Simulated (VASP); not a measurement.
# SnTe (F-43m) in VASP: further runs, part 2 of 2

VASP 6.6.1. The steps go on from the part before.

## (4) G0W0 quasiparticle levels, PBE

File POSCAR:

```
SnTe
1.0
    0.0000000000      3.6111460000      3.6111460000
    3.6111460000      0.0000000000      3.6111460000
    3.6111460000      3.6111460000      0.0000000000
Te Sn
1 1
Direct
    0.2500000000      0.2500000000      0.2500000000
    0.0000000000      0.0000000000      0.0000000000
```

File INCAR.step1:

```
PREC = Accurate
ENCUT = 450
EDIFF = 1E-8
ISMEAR = 0
SIGMA = 0.01
LREAL = F
LASPH = T
NELM = 80
ALGO = Normal
LWAVE = T
LCHARG = F
GGA = PE
```

File INCAR.step2:

```
PREC = Accurate
ENCUT = 450
EDIFF = 1E-8
ISMEAR = 0
SIGMA = 0.01
LREAL = F
LASPH = T
NELM = 1
ALGO = Exact
LWAVE = T
LCHARG = F
GGA = PE
NBANDS = 38
LOPTICS = T
ISTART = 1
```

File INCAR.step3:

```
PREC = Accurate
ENCUT = 450
EDIFF = 1E-8
ISMEAR = 0
SIGMA = 0.01
LREAL = F
LASPH = T
ALGO = EVGW0
LWAVE = F
LCHARG = F
GGA = PE
NELMGW = 1
NBANDS = 38
ENCUTGW = 150
NOMEGA = 48
PRECFOCK = Fast
ISTART = 1
NBANDSGW = 18
```

File KPOINTS:

```
Automatic mesh
0
Gamma
  2 2 2
```

Potentials or basis: VASP PAW PBE potentials, release 64 (Te_GW, Sn_d_GW).

Launch:

```bash
> cat potpaw_PBE.64/Te_GW/POTCAR potpaw_PBE.64/Sn_d_GW/POTCAR > POTCAR
> cp INCAR.step1 INCAR
> mpirun -np 1 vasp_std > vasp.out
> cp INCAR.step2 INCAR
> mpirun -np 1 vasp_std > vasp.out
> cp INCAR.step3 INCAR
> mpirun -np 1 vasp_std > vasp.out
```

OUTCAR:

```text
PREC = Accurate
   ENCUT = 450
   EDIFF = 1E-8
   ISMEAR = 0
   LREAL = F
   LASPH = T
   GGA = PE
   NELMGW = 1
   ENCUTGW = 150
   PRECFOCK = Fast
   ISTART = 1

 Found      3 irreducible k-points:

 Following reciprocal coordinates:
            Coordinates               Weight
  0.000000  0.000000  0.000000      1.000000
  0.500000  0.000000  0.000000      4.000000
  0.500000  0.500000  0.000000      3.000000
   k-points           NKPTS =      3   k-points in BZ     NKDIM =      8   number of bands    NBANDS=     38
   number of dos      NEDOS =    301   number of ions     NIONS =      2
   total plane-waves  NPLWV =  46656
   dimension x,y,z NGX =    36 NGY =   36 NGZ =   36
   dimension x,y,z NGXF=    72 NGYF=   72 NGZF=   72
[... 55 lines left out ...]
   ENCUTLF             =  -1.0    cutoff for local field effects
   NELMGW              =     1    number of iterations in solving QP/BSE equation
   NELMHF              =     1    number of iterations in the inner HF iteration
   NKREDLFX            =     1    NKREDLFY  =   1   NKREDLFZ  =   1
 non-spin polarized calculation
 Gauss-broadening in eV      SIGMA  =   0.01
  energy-cutoff  :      450.00
  volume of cell :       94.18
 maximum number of plane-waves:      2085
 NGX is ok and might be reduce to    36
  NGX = 20; NGY = 20; NGZ = 20
   NGX = 17   NGY = 17   NGZ = 17
 maximum number of plane-waves:       411

 QP shifts <psi_nk| G(iteration)W_0 |psi_nk>: iteration 1
 for sc-GW calculations column KS-energies equals QP-energies in previous step
 and V_xc(KS)=  KS-energies - (<T + V_ion + V_H > + <T+V_H+V_ion>^1  + <V_x>^1)

 k-point   1 :       0.0000    0.0000    0.0000
  band No.  KS-energies  QP-energies   sigma(KS)   V_xc(KS)     V^pw_x(r,r')   Z            occupation Imag(sigma)

      1     -19.3912     -21.4176     -20.6655     -17.5160     -27.0917       0.6434       2.0000       0.3728
      2     -19.3912     -21.4176     -20.6655     -17.5160     -27.0917       0.6434       2.0000       0.3728
      3     -19.3912     -21.4176     -20.6655     -17.5160     -27.0917       0.6434       2.0000       0.3728
      4     -19.3830     -21.3932     -20.6584     -17.5180     -27.0742       0.6401       2.0000       0.3547
      5     -19.3830     -21.3932     -20.6584     -17.5180     -27.0742       0.6401       2.0000       0.3547
      6      -9.0511      -8.8188     -10.3886     -10.7924     -17.0021       0.5752       2.0000       1.0950
[... 41 lines left out ...]
      4     -19.3830     -21.4018     -20.6578     -17.5179     -27.0735       0.6429       2.0000       0.3539
      5     -19.3830     -21.4018     -20.6578     -17.5179     -27.0735       0.6429       2.0000       0.3539
      6      -8.2902      -8.1003     -10.9085     -11.2166     -17.0086       0.6163       2.0000       0.9592
[... 10 lines left out ...]
     17      10.7115      11.3453      -7.0095      -7.8897      -3.1825       0.7201       0.0000      -0.3509
     18      11.0314      11.7364      -6.8947      -7.8913      -2.9037       0.7074       0.0000      -0.3780
```

It took 88 s on 1 thread of Intel Xeon Platinum 8259CL at 2.50GHz (Skylake/Cascade Lake), shared host; peak memory 0.63 GiB.

These settings aren't checked as converged: the numbers below hold their error.

Results:

```
Band gap on the k mesh, mean-field level : 0.81 eV, direct
Quasiparticle gap                        : 1.27 eV
Least direct quasiparticle gap           : 1.27 eV
```

Caveat: the k mesh is coarse (spacing up to 0.75 Å⁻¹), so the values aren't converged; bands, screening cutoff and mesh are small and nothing is extrapolated, so the quasiparticle values aren't converged; spin-orbit coupling is left out, which moves the levels of the heavy elements.

## (5) G0W0 quasiparticle levels, PBE

POSCAR is that of step 4.

INCAR.step1 is that of step 4.

INCAR.step2, as its differences from that of step 4:

```diff
@@ -12,3 +12,3 @@
 GGA = PE
-NBANDS = 38
+NBANDS = 66
 LOPTICS = T
```

INCAR.step3, as its differences from that of step 4:

```diff
@@ -12,3 +12,3 @@
 NELMGW = 1
-NBANDS = 38
+NBANDS = 66
 ENCUTGW = 150
```

KPOINTS is that of step 4.

Potentials or basis: VASP PAW PBE potentials, release 64 (Te_GW, Sn_d_GW).

Launch:

```bash
> cat potpaw_PBE.64/Te_GW/POTCAR potpaw_PBE.64/Sn_d_GW/POTCAR > POTCAR
> cp INCAR.step1 INCAR
> mpirun -np 1 vasp_std > vasp.out
> cp INCAR.step2 INCAR
> mpirun -np 1 vasp_std > vasp.out
> cp INCAR.step3 INCAR
> mpirun -np 1 vasp_std > vasp.out
```

OUTCAR:

```text
PREC = Accurate
   ENCUT = 450
   EDIFF = 1E-8
   ISMEAR = 0
   LREAL = F
   LASPH = T
   GGA = PE
   NELMGW = 1
   ENCUTGW = 150
   PRECFOCK = Fast
   ISTART = 1

 Found      3 irreducible k-points:

 Following reciprocal coordinates:
            Coordinates               Weight
  0.000000  0.000000  0.000000      1.000000
  0.500000  0.000000  0.000000      4.000000
  0.500000  0.500000  0.000000      3.000000
   k-points           NKPTS =      3   k-points in BZ     NKDIM =      8   number of bands    NBANDS=     66
   number of dos      NEDOS =    301   number of ions     NIONS =      2
   total plane-waves  NPLWV =  46656
   dimension x,y,z NGX =    36 NGY =   36 NGZ =   36
   dimension x,y,z NGXF=    72 NGYF=   72 NGZF=   72
[... 55 lines left out ...]
   ENCUTLF             =  -1.0    cutoff for local field effects
   NELMGW              =     1    number of iterations in solving QP/BSE equation
   NELMHF              =     1    number of iterations in the inner HF iteration
   NKREDLFX            =     1    NKREDLFY  =   1   NKREDLFZ  =   1
 non-spin polarized calculation
 Gauss-broadening in eV      SIGMA  =   0.01
  energy-cutoff  :      450.00
  volume of cell :       94.18
 maximum number of plane-waves:      2085
 NGX is ok and might be reduce to    36
  NGX = 20; NGY = 20; NGZ = 20
   NGX = 17   NGY = 17   NGZ = 17
 maximum number of plane-waves:       411

 QP shifts <psi_nk| G(iteration)W_0 |psi_nk>: iteration 1
 for sc-GW calculations column KS-energies equals QP-energies in previous step
 and V_xc(KS)=  KS-energies - (<T + V_ion + V_H > + <T+V_H+V_ion>^1  + <V_x>^1)

 k-point   1 :       0.0000    0.0000    0.0000
  band No.  KS-energies  QP-energies   sigma(KS)   V_xc(KS)     V^pw_x(r,r')   Z            occupation Imag(sigma)

      1     -19.3912     -21.4646     -20.7576     -17.5160     -27.0917       0.6396       2.0000       0.5047
      2     -19.3912     -21.4646     -20.7576     -17.5160     -27.0917       0.6396       2.0000       0.5047
      3     -19.3912     -21.4646     -20.7576     -17.5160     -27.0917       0.6396       2.0000       0.5047
      4     -19.3830     -21.4278     -20.7233     -17.5180     -27.0742       0.6379       2.0000       0.4712
      5     -19.3830     -21.4278     -20.7233     -17.5180     -27.0742       0.6379       2.0000       0.4712
      6      -9.0511      -9.0317     -10.7592     -10.7924     -17.0021       0.5821       2.0000       1.0711
[... 41 lines left out ...]
      4     -19.3830     -21.4361     -20.7223     -17.5179     -27.0735       0.6407       2.0000       0.4703
      5     -19.3830     -21.4361     -20.7223     -17.5179     -27.0735       0.6407       2.0000       0.4703
      6      -8.2902      -8.3187     -11.2627     -11.2166     -17.0086       0.6190       2.0000       0.9430
[... 10 lines left out ...]
     17      10.7115      11.0636      -7.3997      -7.8897      -3.1825       0.7187       0.0000      -0.3429
     18      11.0314      11.4144      -7.3472      -7.8913      -2.9037       0.7040       0.0000      -0.3730
```

It took 88 s on 1 thread of Intel Xeon Platinum 8259CL at 2.50GHz (Skylake/Cascade Lake), shared host; peak memory 0.63 GiB.

These settings aren't checked as converged: the numbers below hold their error.

What came out:

- Band gap on the k mesh, mean-field level: 0.81 eV, direct
- Quasiparticle gap: 1.36 eV
- Least direct quasiparticle gap: 1.36 eV

Caveat: the k mesh is coarse (spacing up to 0.75 Å⁻¹), so the values aren't converged; bands, screening cutoff and mesh are small and nothing is extrapolated, so the quasiparticle values aren't converged; spin-orbit coupling is left out, which moves the levels of the heavy elements.

## (6) For comparison

An earlier run on the cell as given: functional PBEsol; potentials or basis VASP PAW PBE potentials, release 64 (Te, Sn_d); cutoff 520 eV; k mesh 7 × 7 × 7; occupations fermi-dirac, width 0.05 eV; no spin polarisation.

- Pressure: -1.4 GPa
- Band gap on the k mesh: 0.28 eV, indirect (least direct gap 0.79 eV)
